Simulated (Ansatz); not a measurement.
The system is CoO.

```
Co O
1.0
    -1.50800    1.50800    2.10725
     1.50800   -1.50800    2.10725
     1.50800    1.50800   -2.10725
Co O
1 1
Direct
  0.00000 0.00000 0.00000
  0.50000 0.50000 0.00000
```

Alike in all runs: program Ansatz 0.2.0; functional PBE; potentials or basis Ansatz PAW; cutoff 420 eV (not typed: the program's choice for these potentials); k mesh 10 × 10 × 10; occupations fermi-dirac, width 0.05 eV.

Question: Only the start or the spin constraint differs. Which run ends lowest in energy?
A. collinear spin, ferromagnetic start of up to 0.5 μB; fixed moment 0.5
B. collinear spin, ferromagnetic start of up to 2.5 μB; fixed moment 2.5
C. collinear spin, ferromagnetic start of up to 1 μB; fixed moment 1
D. collinear spin, ferromagnetic start of up to 2 μB; fixed moment 2
E. collinear spin, ferromagnetic start of up to 3 μB; fixed moment 3
F. collinear spin, ferromagnetic start of up to 1.5 μB; fixed moment 1.5

Answer: E.

```tsv
start	free energy over the lowest (meV/atom)	net moment (μB)	site or absolute moments (μB)	gap
collinear spin, ferromagnetic start of up to 1 μB; fixed moment 1	150.7	1.00	Co +0.96; O -0.03	-
collinear spin, ferromagnetic start of up to 2 μB; fixed moment 2	46.9	2.00	Co +1.81; O +0.08	-
collinear spin, ferromagnetic start of up to 4 μB; fixed moment 4	1288.8	4.00	Co +2.90; O +0.68	-
collinear spin, ferromagnetic start of up to 0.5 μB; fixed moment 0.5	210.6	0.50	Co +0.49; O -0.03	-
collinear spin, ferromagnetic start of up to 2.5 μB; fixed moment 2.5	11.2	2.50	Co +2.19; O +0.20	-
collinear spin, ferromagnetic start of up to 3 μB; fixed moment 3	0.0	3.00	Co +2.53; O +0.34	-
collinear spin, ferromagnetic start of up to 1.5 μB; fixed moment 1.5	99.3	1.50	Co +1.40; O +0.01	-
collinear spin, program default start; fixed moment 0	239.0	0.00	-	-
```

All polarised runs hold their moment fixed, so the table maps the energy against it. A still lower state may exist.

Caveats: the total moment is fixed, so each spin has its own Fermi level; a cell with one magnetic atom can't hold antiferromagnetic order, which such compounds often take (some runs).
